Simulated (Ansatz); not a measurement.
# TaN: the cost of one run

Computed with Ansatz 0.2.0 (DFT LDA, scalar-relativistic, unless a step's input says otherwise).

### 1 The starting structure

The structure is hexagonal, space group P-6m2 (No. 187). Conventional cell: a = 2.938 Å, b = 2.938 Å, c = 2.883 Å, α = 90.00°, β = 90.00°, γ = 120.00°. Ta (site symmetry -6m2) has 6 N at 2.23 Å as nearest neighbours. Around N (site symmetry -6m2) lie 6 Ta at 2.23 Å.

Structure file:

```cif
data_structure
_symmetry_space_group_name_H-M 'P-6m2'
_symmetry_Int_Tables_number 187
_cell_length_a 2.9380
_cell_length_b 2.9380
_cell_length_c 2.8830
_cell_angle_alpha 90.000
_cell_angle_beta 90.000
_cell_angle_gamma 120.000
_cell_volume 21.55
loop_
_atom_site_label
_atom_site_type_symbol
_atom_site_symmetry_multiplicity
_atom_site_Wyckoff_symbol
_atom_site_fract_x
_atom_site_fract_y
_atom_site_fract_z
_atom_site_occupancy
Ta1 Ta 1 b 0.00000 0.00000 0.50000 1
N1 N 1 e 0.66667 0.33333 0.00000 1
```

The file gives the conventional cell by its symmetry; the runs use the cell typed in the input.

Atoms are numbered in the order of the input: Ta1, N2.

### 2 The deformed structure

Space group P-6m2 before, P1 after.

### 3 All-electron LAPW

input.yaml

```yaml
crystal:
  lattice:
    - [2.9379988584, 0.0146899943, 0.0146899943]
    - [-1.456277521, 2.5370366506, 0.0053769111]
    - [0.014415, 0.014415, 2.883]
  atoms:
    - { symbol: Ta, position: [0.3333333333, 0.6666666667, 0.5] }
    - { symbol: "N", position: [0.0, 0.0, 0.0] }
kpoints:
  mp_grid: { grid: [12, 12, 10] }
  band_path:
    path:
      - [0.0, 0.0, 0.0]
      - [0.0, -0.5, 0.0]
      - [0.0, 0.0, 0.5]
      - [0.0, 0.0, 0.0]
      - [-0.5, 0.0, 0.0]
      - [-0.5, 0.5, -0.5]
      - [0.0, 0.0, 0.0]
      - [-0.5, 0.0, -0.5]
      - [-0.5, 0.5, 0.0]
    npoints: 5
scf:
  occupations: { method: fermi_dirac, width: 0.02 }
hamiltonian:
  xc: lda
  pseudopotentials: { kind: all_electron, lapw: { basis_error: 0.00025 } }
output:
  forces: true
  stress: true
  eigenvalues: true
```

Started as:

```console
> ansatz run input.yaml --threads 1 --pin off --max-ram 3072MiB --backend cpu --events-out ev --progress --plain --runs-dir out
```

What time and memory should one allow on 1 thread of Arm Neoverse V2, shared host?

About 5.2 min, with a peak of 1.8 GiB.
